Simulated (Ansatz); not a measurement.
Rocksalt MgSe, relaxed with r2SCAN in Ansatz 0.2.0: the symmetry is Fm-3m (No. 225, cubic); a = 5.473 Å in the conventional setting, 20.49 Å³ an atom. Mg has 6 Se at 2.74 Å; Se has 6 Mg at 2.74 Å. The primitive cell holds 2 atoms in 40.97 Å³. The values are computed, non-magnetic, and not measurements.

Computed values: Without spin-orbit coupling PBE's valence top is a threefold level at Γ and the gap is 1.805 eV; with it the level splits into four states above two, Δ₀ = 0.422 eV apart. HSE06 (6×6×6) gives a least gap of 2.66 eV and a least direct gap of 3.53 eV. r2SCAN's ε∞ is 5.76.

What is the density?
The cell holds 1 Mg, 1 Se: M = 1×24.305 + 1×78.971 = 103.28 u in V = 40.97 Å³. ρ = 1.66054 × M/V = 1.66054 × 103.28/40.97 = 4.186 g/cm³, for the static r2SCAN lattice.

If the centre of gravity stays and the conduction band doesn't move, what gap follows with spin-orbit coupling?
The fourfold level rises by Δ₀/3 = 0.141 eV and the twofold one falls by 2Δ₀/3, so E_g ≈ 1.805 − 0.141 = 1.664 eV. The PBE+SOC run gives 1.667 eV, +0.003 eV from the estimate.

At what wavelength does absorption set in by HSE06, excitons left aside?
λ = 1239.84 eV nm/E: 466 nm for the least gap, where it needs phonons and is weak, and 351 nm for direct transitions.

What refractive index and reflectivity at normal incidence follow, below the gap and above the phonons?
n = √5.76 = 2.400; R = ((n − 1)/(n + 1))² = (1.400/3.400)² = 17.0 % a face.

Only the levels marked +SOC include spin-orbit coupling.

The meshes of the hybrids are coarse, so their gaps aren't converged to the digits shown.
